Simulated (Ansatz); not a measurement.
Wanted: the native input for an Ansatz 0.2.0 run.

* Task: band structure
* Functional: r2SCAN
* Potentials or basis: Ansatz PAW
* Cutoff: 500 eV (not typed: the program's choice for these potentials)
* k mesh: 9 × 9 × 4
* Occupations: fermi-dirac, width 0.05 eV
* Spin: no spin polarisation
* Path: [["G", "M", "K", "G", "A", "L", "H", "A"], ["L", "M"], ["K", "H"]]
* Points for each segment of the path: 14

The system is MoS2.

```
CELL_PARAMETERS angstrom
3.22746 0.00000 0.00000
-1.61373 2.79507 0.00000
0.00000 0.00000 6.31247
ATOMIC_POSITIONS crystal
Mo 0.00000 0.00000 0.50000
S 0.66667 0.33333 0.74468
S 0.33333 0.66667 0.25532
```

Measurements of this composition are mostly on another form, of space group No. 194.

The input as run:

input.yaml

```yaml
crystal:
  lattice:
    - [3.2274645616, 0.0, 0.0]
    - [-1.6137322808, 2.7950663001, 0.0]
    - [0.0, 0.0, 6.31247342]
  atoms:
    - { symbol: Mo, position: [0.0, 0.0, 0.5] }
    - { symbol: S, position: [0.6666666667, 0.3333333333, 0.74468068] }
    - { symbol: S, position: [0.3333333333, 0.6666666667, 0.25531932] }
hamiltonian:
  xc: r2scan
  pseudopotentials: { kind: paw }
kpoints:
  mp_grid: { grid: [9, 9, 4] }
  band_path:
    path:
      - [[0.0, 0.0, 0.0], [0.5, 0.0, 0.0], [0.3333333333, 0.3333333333, 0.0], [0.0, 0.0, 0.0], [0.0, 0.0, 0.5], [0.5, 0.0, 0.5], [0.3333333333, 0.3333333333, 0.5], [0.0, 0.0, 0.5]]
      - [[0.5, 0.0, 0.5], [0.5, 0.0, 0.0]]
      - [[0.3333333333, 0.3333333333, 0.0], [0.3333333333, 0.3333333333, 0.5]]
    npoints: 14
scf:
  occupations: { method: fermi_dirac, width: 0.05 }
  n_extra_bands: 7
output:
  forces: true
  stress: true
  eigenvalues: true
  fatbands: false
```

Potentials or basis: Ansatz PAW.

Launch:

```bash
$ ansatz run input.yaml --threads 2 --pin off --max-ram 5632MiB --backend cpu --events-out ev --progress --plain --runs-dir out
```

Results of the run:

```json
{
 "Pressure": "0.0 GPa",
 "Largest force": "0.081 eV/Å",
 "Band gap on the k mesh": "none (metal or under the smearing width)"
}
```

Caveat: the PAW data sets come from PBE, with cores solved anew for the run's functional, which leaves a small shift of forces and pressure.

Wall time 9.3 s on 2 threads of Intel(R) Xeon(R) Processor @ 2.50GHz (Skylake/Cascade Lake), with other jobs on the host, peak memory 0.5 GiB.
